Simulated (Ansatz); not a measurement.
# Tungsten, beta-Sn type under PBEsol: ground state and equation of state, part 2 of 2

What does PBEsol give for tungsten in the beta-Sn type structure? We relax it, solve it on a dense k-mesh, then scale the cell to 7 volumes from 88 to 112 % of the relaxed one and try a fit of the equation of state. Spin polarisation is left out. The k-meshes are 13×13×9 for the relaxation; 22×22×12 for the dense run; 15×15×8 for the volumes.

Ansatz 0.2.0; DFT, PBEsol, plane waves (420 eV) with PAW, scalar-relativistic. The steps go on from the part before.

**3. Dense single point**

The input, input.yaml:

```yaml
crystal:
  lattice:
    - [-1.8875023084, 1.8879129919, 1.3339091072]
    - [1.8879129919, -1.8875023084, 1.3339091072]
    - [3.1791218809, 3.1791218809, -1.3331569396]
  atoms:
    - { symbol: W, position: [5.96827e-05, 0.9999403173, 0.0] }
    - { symbol: W, position: [0.7499403173, 0.2500596827, 0.5] }
hamiltonian:
  xc: pbesol
  pseudopotentials:
    kind: paw
    azcp:
      W: "pseudopotentials/W.paw.azcp"
basis:
  ecutwfc: 420
  fft_grid_basis: typed
kpoints:
  mp_grid: { grid: [22, 22, 12], shift: [0, 0, 0] }
magnetization:
  spin_polarized: false
scf:
  occupations: { method: fermi_dirac, width: 0.1 }
output:
  write_density: true
  write_potential: true
  elf: true
  volumetric_format: npy
```

Standard output, cut to the lines that bear on the results:

```text
Warning: <dir> the record states the generating functional pbe (its physics header spells it `PBE`), which answers neither for hamiltonian.xc's functional nor for the pbesol family's — results may be inconsistent (PPs are generated against a specific XC)
Warning: RAYON_NUM_THREADS=2 ignored (pool sized by the plan → 2); use --threads N
[...]
Pseudopotentials: kind: paw
Pseudopotential: W, paw, valence charge 14, recommended cutoff 420 eV (normal), <dir>
Functional definition: PBEsol
[...]
Crystal: 2 atoms, lattice volume = 32.023 Å³
Basis set: ecut = 420 eV, 603 PW (Γ)
Bands: 18, of which v1, the nominal top of the filled ones, is band 14 counted from 1 (13 counted from 0)
Symmetry: 4 space group operations
Space group: C2/c (ITA 15), of the structure as read, at distance tolerance 3.2e-5 Å
k-points: 1531 of 5808
[...]
SCF iter   1: F=—  HF=-20512.552221 eV  |F-HF|=—  |Δ(HF+E_count)|=         —  Δρ=5.59e-3  dr2=3.48e-3  ethr=1.77e-3  ⟨swp⟩=5.0  Hψ=114700  notcnv=0
[...]
SCF iter   6: F=-20512.552540 eV  HF=-20512.552540 eV  |F-HF|=3.78e-10  |Δ(HF+E_count)|=   3.36e-9  Δρ=1.91e-6  dr2=5.90e-10  ethr=6.32e-11  ⟨swp⟩=1.0  Hψ=83726  notcnv=0
[...]
SCF converged after 6 iterations
Free energy (F): -20512.552540 eV
[...]
E sigma→0 (E₀):  -20512.534840 eV
Entropy (-TS):   -0.035399 eV (-17.699 meV/atom)
Fermi energy:    21.893335 eV
[...]
--- Band table (eV; the first three rows and the last of 1531) ---
  k-point 0: bands = ["-51.8494", "-51.6961", "-16.7894", "-15.9071", "-15.5542", "-15.4289", "-15.4210", "-15.3409", "12.6309", "16.0619", "19.5191", "19.8594", "21.1736", "22.5793", "22.7583", "23.0831", "23.2625", "24.8177"]
[...]
```

It took 26 s on 2 threads of an Arm CPU, shared host; peak memory 0.87 GiB.

Axes a, b and c in the maps are those of this run's conventional cell (a, b, c = 2.668, 5.339, 8.992 Å).

Density in a lattice plane of the grid's cell (edges 2.67 and 8.99 Å, at 0.250 of the third edge), which holds W.

Values in e/Å³, 12 rows by 6 columns:
```
0.30 0.34 0.34 0.30 0.25 0.25
0.64 1.90 1.90 0.64 0.32 0.32
2.98 5.01 5.01 2.98 0.59 0.59
0.64 1.90 1.90 0.64 0.32 0.32
0.30 0.34 0.34 0.30 0.25 0.25
0.32 0.31 0.30 0.32 0.30 0.31
0.30 0.25 0.25 0.30 0.34 0.34
0.64 0.32 0.32 0.64 1.90 1.90
2.98 0.59 0.59 2.98 5.01 5.01
0.64 0.32 0.32 0.64 1.90 1.90
0.30 0.25 0.25 0.30 0.34 0.34
0.32 0.30 0.31 0.32 0.31 0.30
```
Columns run along the first of these edges and rows up along the second, over one cell in 6 and 12 even steps from the bottom left corner. Atoms in the plane (fractional): W at (0.25, 0.75), W at (0.75, 0.25).

ELF in the same plane.

Ten even steps from ' ' (0.09) to '@' (0.71):
```
==++**++==------
++++++++++======
..--==--..--++--
**@@%%@@**::==::
@@**  **@@======
**@@%%@@**::==::
..--==--..--++--
++++++++++======
==++**++==------
----------------
==------==++**++
++======++++++++
..--++--..--==--
**::==::**@@%%@@
@@======@@**  **
**::==::**@@%%@@
..--++--..--==--
++======++++++++
==------==++**++
----------------
```
Columns run along the first of these edges and rows up along the second, over one cell in 8 and 20 even steps from the bottom left corner. Atoms in the plane (fractional): W at (0.25, 0.75), W at (0.75, 0.25).

Both are smooth fields of the valence electrons: close to the nuclei they are not physical.

The highest ELF values outside the cores: 0.53 between the atoms, 1.6 Å from W.

**4. The cell scaled to 88 % of its volume**

The input, input.yaml:

```yaml
crystal:
  lattice:
    - [-1.8087632082, 1.8091567596, 1.2782637168]
    - [1.8091567596, -1.8087632082, 1.2782637168]
    - [3.0465015416, 3.0465015416, -1.2775429266]
  atoms:
    - { symbol: W, position: [5.96827e-05, 0.9999403173, 0.0] }
    - { symbol: W, position: [0.7499403173, 0.2500596827, 0.5] }
hamiltonian:
  xc: pbesol
  pseudopotentials:
    kind: paw
    azcp:
      W: "pseudopotentials/W.paw.azcp"
basis:
  ecutwfc: 420
  fft_grid_basis: typed
kpoints:
  mp_grid: { grid: [15, 15, 8], shift: [0, 0, 0] }
magnetization:
  spin_polarized: false
scf:
  occupations: { method: fermi_dirac, width: 0.1 }
  lower_state_search: "off"
output:
  stress: true
```

Standard output, cut to the lines that bear on the results:

```text
Warning: <dir> the record states the generating functional pbe (its physics header spells it `PBE`), which answers neither for hamiltonian.xc's functional nor for the pbesol family's — results may be inconsistent (PPs are generated against a specific XC)
Warning: RAYON_NUM_THREADS=2 ignored (pool sized by the plan → 2); use --threads N
[...]
[... 3 set-up lines as earlier in the session ...]
[...]
Crystal: 2 atoms, lattice volume = 28.180 Å³
Basis set: ecut = 420 eV, 563 PW (Γ)
Bands: 18, of which v1, the nominal top of the filled ones, is band 14 counted from 1 (13 counted from 0)
[... 1 set-up line as earlier in the session ...]
Space group: C2/c (ITA 15), of the structure as read, at distance tolerance 3.0e-5 Å
k-points: 488 of 1800
[...]
SCF iter   1: F=—  HF=-20512.010390 eV  |F-HF|=—  |Δ(HF+E_count)|=         —  Δρ=6.30e-3  dr2=4.06e-3  ethr=1.77e-3  ⟨swp⟩=5.1  Hψ=38451  notcnv=0
[...]
SCF iter   6: F=-20512.010399 eV  HF=-20512.010399 eV  |F-HF|=4.91e-10  |Δ(HF+E_count)|=  1.09e-11  Δρ=2.18e-6  dr2=7.56e-10  ethr=6.31e-11  ⟨swp⟩=1.7  Hψ=27561  notcnv=0
[...]
SCF converged after 6 iterations
Free energy (F): -20512.010399 eV
[...]
E sigma→0 (E₀):  -20511.993244 eV
Entropy (-TS):   -0.034309 eV (-17.155 meV/atom)
Fermi energy:    25.347004 eV
[...]
--- Stress (GPa, compression-positive) ---
       50.600464       1.991339      -0.057145
        1.991339      50.600464      -0.057145
       -0.057145      -0.057145      49.881042
  P = ⅓ Tr σ = 50.3607 GPa (503.607 kbar)
```

Run time: 6.9 s. Hardware: 2 threads of an Arm CPU, shared host; peak memory 0.45 GiB.

**5. The cell scaled to 92 % of its volume**

input.yaml, as its differences from that of step 4:

```diff
@@ -2,5 +2,5 @@
   lattice:
-    - [-1.8087632082, 1.8091567596, 1.2782637168]
-    - [1.8091567596, -1.8087632082, 1.2782637168]
-    - [3.0465015416, 3.0465015416, -1.2775429266]
+    - [-1.8357636546, 1.8361630808, 1.2973450929]
+    - [1.8361630808, -1.8357636546, 1.2973450929]
+    - [3.0919784186, 3.0919784186, -1.296613543]
   atoms:
```

Standard output, cut to the lines that bear on the results:

```text
Warning: <dir> the record states the generating functional pbe (its physics header spells it `PBE`), which answers neither for hamiltonian.xc's functional nor for the pbesol family's — results may be inconsistent (PPs are generated against a specific XC)
Warning: RAYON_NUM_THREADS=2 ignored (pool sized by the plan → 2); use --threads N
[...]
[... 3 set-up lines as earlier in the session ...]
[...]
Crystal: 2 atoms, lattice volume = 29.461 Å³
Basis set: ecut = 420 eV, 587 PW (Γ)
Bands: 18, of which v1, the nominal top of the filled ones, is band 14 counted from 1 (13 counted from 0)
[... 1 set-up line as earlier in the session ...]
Space group: C2/c (ITA 15), of the structure as read, at distance tolerance 3.1e-5 Å
k-points: 488 of 1800
[...]
SCF iter   1: F=—  HF=-20512.329029 eV  |F-HF|=—  |Δ(HF+E_count)|=         —  Δρ=6.01e-3  dr2=3.81e-3  ethr=1.77e-3  ⟨swp⟩=5.1  Hψ=37390  notcnv=0
[...]
SCF iter   6: F=-20512.329167 eV  HF=-20512.329167 eV  |F-HF|=3.42e-10  |Δ(HF+E_count)|=   3.54e-9  Δρ=1.89e-6  dr2=5.47e-10  ethr=7.29e-11  ⟨swp⟩=1.7  Hψ=27764  notcnv=0
[...]
SCF converged after 6 iterations
Free energy (F): -20512.329167 eV
[...]
E sigma→0 (E₀):  -20512.311933 eV
Entropy (-TS):   -0.034468 eV (-17.234 meV/atom)
Fermi energy:    24.100142 eV
[...]
--- Stress (GPa, compression-positive) ---
       30.231539       1.120841      -0.040063
        1.120841      30.231539      -0.040063
       -0.040063      -0.040063      29.746973
  P = ⅓ Tr σ = 30.0700 GPa (300.700 kbar)
```

Run time: 7.4 s. Hardware: 2 threads of an Arm CPU, shared host; peak memory 0.46 GiB.

**6. The cell scaled to 96 % of its volume**

input.yaml, as its differences from that of step 5:

```diff
@@ -2,5 +2,5 @@
   lattice:
-    - [-1.8357636546, 1.8361630808, 1.2973450929]
-    - [1.8361630808, -1.8357636546, 1.2973450929]
-    - [3.0919784186, 3.0919784186, -1.296613543]
+    - [-1.8619923933, 1.8623975264, 1.3158810985]
+    - [1.8623975264, -1.8619923933, 1.3158810985]
+    - [3.1361555074, 3.1361555074, -1.3151390966]
   atoms:
```

Standard output, cut to the lines that bear on the results:

```text
Warning: <dir> the record states the generating functional pbe (its physics header spells it `PBE`), which answers neither for hamiltonian.xc's functional nor for the pbesol family's — results may be inconsistent (PPs are generated against a specific XC)
Warning: RAYON_NUM_THREADS=2 ignored (pool sized by the plan → 2); use --threads N
[...]
[... 3 set-up lines as earlier in the session ...]
[...]
Crystal: 2 atoms, lattice volume = 30.742 Å³
Basis set: ecut = 420 eV, 595 PW (Γ)
Bands: 18, of which v1, the nominal top of the filled ones, is band 14 counted from 1 (13 counted from 0)
[... 2 set-up lines as earlier in the session ...]
k-points: 488 of 1800
[...]
SCF iter   1: F=—  HF=-20512.500910 eV  |F-HF|=—  |Δ(HF+E_count)|=         —  Δρ=5.79e-3  dr2=3.65e-3  ethr=1.77e-3  ⟨swp⟩=5.0  Hψ=36877  notcnv=0
[...]
SCF iter   6: F=-20512.501098 eV  HF=-20512.501098 eV  |F-HF|=4.00e-10  |Δ(HF+E_count)|=   2.34e-9  Δρ=2.01e-6  dr2=6.45e-10  ethr=6.49e-11  ⟨swp⟩=1.6  Hψ=27420  notcnv=0
[...]
SCF converged after 6 iterations
Free energy (F): -20512.501098 eV
[...]
E sigma→0 (E₀):  -20512.483901 eV
Entropy (-TS):   -0.034395 eV (-17.197 meV/atom)
Fermi energy:    22.955994 eV
[...]
--- Stress (GPa, compression-positive) ---
       13.601544       0.401142      -0.024690
        0.401142      13.601544      -0.024690
       -0.024690      -0.024690      13.290857
  P = ⅓ Tr σ = 13.4980 GPa (134.980 kbar)
```

Wall time 7.6 s (2 threads of an Arm CPU, shared host); peak memory 0.47 GiB.

**7. The cell scaled to 100 % of its volume**

input.yaml, as its differences from that of step 6:

```diff
@@ -2,5 +2,5 @@
   lattice:
-    - [-1.8619923933, 1.8623975264, 1.3158810985]
-    - [1.8623975264, -1.8619923933, 1.3158810985]
-    - [3.1361555074, 3.1361555074, -1.3151390966]
+    - [-1.8875023084, 1.8879129919, 1.3339091072]
+    - [1.8879129919, -1.8875023084, 1.3339091072]
+    - [3.1791218809, 3.1791218809, -1.3331569396]
   atoms:
@@ -26 +26,5 @@
   stress: true
+  write_density: true
+  write_potential: true
+  elf: true
+  volumetric_format: npy
```

Standard output, cut to the lines that bear on the results:

```text
Warning: <dir> the record states the generating functional pbe (its physics header spells it `PBE`), which answers neither for hamiltonian.xc's functional nor for the pbesol family's — results may be inconsistent (PPs are generated against a specific XC)
Warning: RAYON_NUM_THREADS=2 ignored (pool sized by the plan → 2); use --threads N
[...]
[... 3 set-up lines as earlier in the session ...]
[...]
Crystal: 2 atoms, lattice volume = 32.023 Å³
Basis set: ecut = 420 eV, 603 PW (Γ)
Bands: 18, of which v1, the nominal top of the filled ones, is band 14 counted from 1 (13 counted from 0)
[... 2 set-up lines as earlier in the session ...]
k-points: 488 of 1800
[...]
SCF iter   1: F=—  HF=-20512.552786 eV  |F-HF|=—  |Δ(HF+E_count)|=         —  Δρ=5.62e-3  dr2=3.57e-3  ethr=1.77e-3  ⟨swp⟩=5.0  Hψ=36452  notcnv=0
[...]
SCF iter   6: F=-20512.553085 eV  HF=-20512.553085 eV  |F-HF|=4.11e-10  |Δ(HF+E_count)|=   3.27e-9  Δρ=1.92e-6  dr2=6.08e-10  ethr=6.47e-11  ⟨swp⟩=5.6  Hψ=49753  notcnv=0
[...]
SCF converged after 6 iterations
Free energy (F): -20512.553085 eV
[...]
E sigma→0 (E₀):  -20512.535833 eV
Entropy (-TS):   -0.034505 eV (-17.253 meV/atom)
Fermi energy:    21.902522 eV
[...]
--- Stress (GPa, compression-positive) ---
        0.036592      -0.202724      -0.015338
       -0.202724       0.036592      -0.015338
       -0.015338      -0.015338      -0.180970
  P = ⅓ Tr σ = -0.0359 GPa (-0.359 kbar)
--- Band table (eV; the first three rows and the last of 488) ---
  k-point 0: bands = ["-51.8502", "-51.6970", "-16.7901", "-15.9064", "-15.5535", "-15.4312", "-15.4233", "-15.3417", "12.6309", "16.0621", "19.5174", "19.8571", "21.1741", "22.5801", "22.7581", "23.0831", "23.2626", "24.8165"]
[...]
```

Wall time 11 s (2 threads of an Arm CPU, shared host); peak memory 0.48 GiB.

**8. The cell scaled to 104 % of its volume**

input.yaml, as its differences from that of step 7:

```diff
@@ -2,5 +2,5 @@
   lattice:
-    - [-1.8875023084, 1.8879129919, 1.3339091072]
-    - [1.8879129919, -1.8875023084, 1.3339091072]
-    - [3.1791218809, 3.1791218809, -1.3331569396]
+    - [-1.9123407135, 1.9127568014, 1.3514625558]
+    - [1.9127568014, -1.9123407135, 1.3514625558]
+    - [3.2209572295, 3.2209572295, -1.3507004901]
   atoms:
@@ -26,5 +26 @@
   stress: true
-  write_density: true
-  write_potential: true
-  elf: true
-  volumetric_format: npy
```

Standard output, cut to the lines that bear on the results:

```text
Warning: <dir> the record states the generating functional pbe (its physics header spells it `PBE`), which answers neither for hamiltonian.xc's functional nor for the pbesol family's — results may be inconsistent (PPs are generated against a specific XC)
Warning: RAYON_NUM_THREADS=2 ignored (pool sized by the plan → 2); use --threads N
[...]
[... 3 set-up lines as earlier in the session ...]
[...]
Crystal: 2 atoms, lattice volume = 33.303 Å³
Basis set: ecut = 420 eV, 651 PW (Γ)
Bands: 18, of which v1, the nominal top of the filled ones, is band 14 counted from 1 (13 counted from 0)
[... 2 set-up lines as earlier in the session ...]
k-points: 488 of 1800
[...]
SCF iter   1: F=—  HF=-20512.506878 eV  |F-HF|=—  |Δ(HF+E_count)|=         —  Δρ=5.51e-3  dr2=3.73e-3  ethr=1.77e-3  ⟨swp⟩=5.0  Hψ=36191  notcnv=0
[...]
SCF iter   6: F=-20512.507185 eV  HF=-20512.507185 eV  |F-HF|=5.24e-10  |Δ(HF+E_count)|=   2.96e-9  Δρ=2.14e-6  dr2=8.08e-10  ethr=5.94e-11  ⟨swp⟩=1.4  Hψ=27213  notcnv=0
[...]
SCF converged after 6 iterations
Free energy (F): -20512.507185 eV
[...]
E sigma→0 (E₀):  -20512.489719 eV
Entropy (-TS):   -0.034931 eV (-17.466 meV/atom)
Fermi energy:    20.928475 eV
[...]
--- Stress (GPa, compression-positive) ---
      -11.003762      -0.726287      -0.010892
       -0.726287     -11.003762      -0.010892
       -0.010892      -0.010892     -11.204166
  P = ⅓ Tr σ = -11.0706 GPa (-110.706 kbar)
```

Wall time 8 s (2 threads of an Arm CPU, shared host); peak memory 0.48 GiB.

**9. The cell scaled to 108 % of its volume**

input.yaml, as its differences from that of step 8:

```diff
@@ -2,5 +2,5 @@
   lattice:
-    - [-1.9123407135, 1.9127568014, 1.3514625558]
-    - [1.9127568014, -1.9123407135, 1.3514625558]
-    - [3.2209572295, 3.2209572295, -1.3507004901]
+    - [-1.936550128, 1.9369714834, 1.3685714931]
+    - [1.9369714834, -1.936550128, 1.3685714931]
+    - [3.2617331687, 3.2617331687, -1.3677997799]
   atoms:
@@ -26 +26,5 @@
   stress: true
+  write_density: true
+  write_potential: true
+  elf: true
+  volumetric_format: npy
```

Standard output, cut to the lines that bear on the results:

```text
Warning: <dir> the record states the generating functional pbe (its physics header spells it `PBE`), which answers neither for hamiltonian.xc's functional nor for the pbesol family's — results may be inconsistent (PPs are generated against a specific XC)
Warning: RAYON_NUM_THREADS=2 ignored (pool sized by the plan → 2); use --threads N
[...]
[... 3 set-up lines as earlier in the session ...]
[...]
Crystal: 2 atoms, lattice volume = 34.584 Å³
Basis set: ecut = 420 eV, 659 PW (Γ)
Bands: 18, of which v1, the nominal top of the filled ones, is band 14 counted from 1 (13 counted from 0)
[... 1 set-up line as earlier in the session ...]
Space group: C2/c (ITA 15), of the structure as read, at distance tolerance 3.3e-5 Å
k-points: 488 of 1800
[...]
SCF iter   1: F=—  HF=-20512.381277 eV  |F-HF|=—  |Δ(HF+E_count)|=         —  Δρ=5.46e-3  dr2=4.06e-3  ethr=1.77e-3  ⟨swp⟩=5.0  Hψ=35777  notcnv=0
[...]
SCF iter   6: F=-20512.381555 eV  HF=-20512.381555 eV  |F-HF|=6.98e-10  |Δ(HF+E_count)|=   4.05e-9  Δρ=2.39e-6  dr2=1.09e-9  ethr=6.80e-11  ⟨swp⟩=5.3  Hψ=49318  notcnv=0
[...]
SCF converged after 6 iterations
Free energy (F): -20512.381555 eV
[...]
E sigma→0 (E₀):  -20512.363756 eV
Entropy (-TS):   -0.035600 eV (-17.800 meV/atom)
Fermi energy:    20.024566 eV
[...]
--- Stress (GPa, compression-positive) ---
      -19.970305      -1.185447      -0.009169
       -1.185447     -19.970305      -0.009169
       -0.009169      -0.009169     -20.201843
  P = ⅓ Tr σ = -20.0475 GPa (-200.475 kbar)
--- Band table (eV; the first three rows and the last of 488) ---
  k-point 0: bands = ["-53.8370", "-53.7277", "-18.5685", "-17.9042", "-17.6269", "-17.5228", "-17.5163", "-17.4411", "11.1759", "14.6470", "17.8833", "18.1944", "19.3966", "20.6872", "20.7660", "21.1506", "21.2081", "22.6980"]
[...]
```

Run time: 11 s. Hardware: 2 threads of an Arm CPU, shared host; peak memory 0.5 GiB.

**10. The cell scaled to 112 % of its volume**

input.yaml, as its differences from that of step 9:

```diff
@@ -2,5 +2,5 @@
   lattice:
-    - [-1.936550128, 1.9369714834, 1.3685714931]
-    - [1.9369714834, -1.936550128, 1.3685714931]
-    - [3.2617331687, 3.2617331687, -1.3677997799]
+    - [-1.9601689207, 1.9605954151, 1.3852630343]
+    - [1.9605954151, -1.9601689207, 1.3852630343]
+    - [3.3015143231, 3.3015143231, -1.3844819091]
   atoms:
```

Standard output, cut to the lines that bear on the results:

```text
Warning: <dir> the record states the generating functional pbe (its physics header spells it `PBE`), which answers neither for hamiltonian.xc's functional nor for the pbesol family's — results may be inconsistent (PPs are generated against a specific XC)
Warning: RAYON_NUM_THREADS=2 ignored (pool sized by the plan → 2); use --threads N
[...]
[... 3 set-up lines as earlier in the session ...]
[...]
Crystal: 2 atoms, lattice volume = 35.865 Å³
Basis set: ecut = 420 eV, 707 PW (Γ)
Bands: 18, of which v1, the nominal top of the filled ones, is band 14 counted from 1 (13 counted from 0)
[... 2 set-up lines as earlier in the session ...]
k-points: 488 of 1800
[...]
SCF iter   1: F=—  HF=-20512.190996 eV  |F-HF|=—  |Δ(HF+E_count)|=         —  Δρ=5.44e-3  dr2=4.49e-3  ethr=1.77e-3  ⟨swp⟩=5.0  Hψ=35735  notcnv=0
[...]
SCF iter   6: F=-20512.191152 eV  HF=-20512.191152 eV  |F-HF|=8.51e-10  |Δ(HF+E_count)|=   5.82e-9  Δρ=2.51e-6  dr2=1.33e-9  ethr=8.45e-11  ⟨swp⟩=5.2  Hψ=49451  notcnv=0
[...]
SCF converged after 6 iterations
Free energy (F): -20512.191152 eV
[...]
E sigma→0 (E₀):  -20512.172932 eV
Entropy (-TS):   -0.036439 eV (-18.220 meV/atom)
Fermi energy:    19.183295 eV
[...]
--- Stress (GPa, compression-positive) ---
      -27.234804      -1.586496      -0.008801
       -1.586496     -27.234804      -0.008801
       -0.008801      -0.008801     -27.516837
  P = ⅓ Tr σ = -27.3288 GPa (-273.288 kbar)
--- Band table (eV; the first three rows and the last of 488) ---
  k-point 0: bands = ["-54.7373", "-54.6445", "-19.3836", "-18.8068", "-18.5599", "-18.4630", "-18.4572", "-18.3847", "10.5338", "14.0093", "17.1459", "17.4435", "18.5939", "19.8320", "19.8628", "20.2771", "20.3060", "21.7425"]
[...]
```

Run time: 12 s. Hardware: 2 threads of an Arm CPU, shared host; peak memory 0.51 GiB.

**11. Fitting the volumes**

All volumes keep the relaxed shape and fractional coordinates.

```csv
V (Å³/atom),E − E₀ (meV/atom),P from the stress (GPa),P from the fit (GPa)
14.090,271.2,50.36,50.46
14.730,111.9,30.07,30.05
15.371,25.9,13.50,13.47
16.011,-0.1,-0.04,-0.04
16.652,23.0,-11.07,-11.07
17.292,86.0,-20.05,-20.09
17.933,181.4,-27.33,-27.47
```

A third-order Birch-Murnaghan fit gives V₀ = 16.009 Å³/atom, B₀ = 305 GPa and B₀′ = 4.1; it misses no point by more than 0.11 meV/atom.

**12. Outcome**

What follows sums up all 2 parts.

```
                      quantity                                  value
space group (spins left aside)                          Fddd (No. 70)
             conventional cell  a = 2.668 Å, b = 5.339 Å, c = 8.992 Å
                        volume                         16.011 Å³/atom
             shortest distance                                2.668 Å
               gap on the mesh           none (levels filled in part)
               relative to bcc                          +300 meV/atom
 highest ELF outside the cores     0.53, 1.56 Å from the nearest atom
                   V₀, B₀, B₀′           16.009 Å³/atom, 305 GPa, 4.1
```

What this shows: From the guessed start the volume shrank by 3.8 % in 17 steps. The cell has left its prototype: it ends as Fddd. What follows belongs to that structure, not to the type named at the start. The mesh has less symmetry than the lattice, which may have let the distortion in. It lies 300 meV/atom above the element's reference form at the same level (bcc, from a run of its own), so it is far from stable. Levels at the Fermi energy are filled in part, as in a metal. B₀ comes out at 305 GPa, among the stiffest elements; letting shape and positions relax at each volume could only lower it.
